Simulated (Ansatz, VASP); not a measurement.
Given: the input of a run of Ansatz 0.2.0 on Ni.

The input input.yaml:

```yaml
crystal:
  lattice:
    - [0.0, 1.737572933, 1.737572933]
    - [1.737572933, 0.0, 1.737572933]
    - [1.737572933, 1.737572933, 0.0]
  atoms:
    - { symbol: Ni, position: [0.0, 0.0, 0.0], spin: 1.0 }
hamiltonian:
  xc: pbesol
  pseudopotentials: { kind: paw }
  dispersion: d4
magnetization:
  spin_polarized: true
kpoints:
  mp_grid: { grid: [13, 13, 13] }
scf:
  occupations: { method: fermi_dirac, width: 0.05 }
output:
  forces: true
  stress: true
relax:
  f_tol: 0.01
  max_steps: 40
  cell: { stress_tol: 0.05 }
```

Potentials or basis: Ansatz PAW.

The run is started by

```bash
$ ansatz run input.yaml --threads 2 --pin off --max-ram 5632MiB --backend cpu --events-out ev --progress --plain --runs-dir out
```

Problem. Translate it to VASP 6.6.1. Potentials there: VASP PAW PBE potentials, release 64 (Ni).

Solution. As run (the cutoff follows the program's own potentials):

File INCAR:

```
SYSTEM = Ni
PREC = Accurate
ENCUT = 600
EDIFF = 1E-7
ISMEAR = -1
SIGMA = 0.05
LREAL = .FALSE.
LASPH = .TRUE.
NELM = 150
ALGO = Normal
ISIF = 3
LWAVE = .FALSE.
LCHARG = .FALSE.
ISPIN = 2
MAGMOM = 1
LORBIT = 11
LMAXMIX = 4
GGA = PS
IVDW = 13
IBRION = 2
NSW = 60
EDIFFG = -0.01
```

Contents of KPOINTS:

```
Automatic mesh
0
G
  13 13 13
  0 0 0
```

Contents of POSCAR:

```
Ni
1.0
    0.0000000000      1.7375729330      1.7375729330
    1.7375729330      0.0000000000      1.7375729330
    1.7375729330      1.7375729330      0.0000000000
Ni
1
Direct
    0.0000000000      0.0000000000      0.0000000000
```

Potentials or basis: VASP PAW PBE potentials, release 64 (Ni).

The run is started by

```sh
$ cat potpaw_PBE.64/Ni/POTCAR > POTCAR
$ mpirun -np 1 vasp_std > vasp.out
```

Both were run:

|  | VASP | Ansatz | Ansatz less VASP |
| --- | --- | --- | --- |
| net moment per atom (μB) | 0.62 | 0.63 | +0.005 |
| size of the moment on the site where the two differ most (μB) | 0.63 | 0.66 | +0.034 |
| relaxed volume (Å³/atom) | 10.21 | 10.21 | +0.007 |
| relaxed cell length with the largest relative difference (Å) | 2.435 | 2.435 | +0.0006 |
| energy change over the relaxation (meV/atom) | -6 | -5 | +0.3 |

Site moments also hang on the region over which each program counts them. The two sets of potentials don't hold the same shells in valence.

Caveats: the PAW data sets were made with another functional, which shifts forces and pressure a little (VASP); pairwise dispersion overbinds metals, which lowers pressure and volume (VASP); the plane-wave basis is chosen anew once the cell has moved, so the energies of steps on either side of that aren't comparable (Ansatz); the PAW data sets come from PBE, with cores solved anew for the run's functional, which leaves a small shift of forces and pressure (Ansatz).
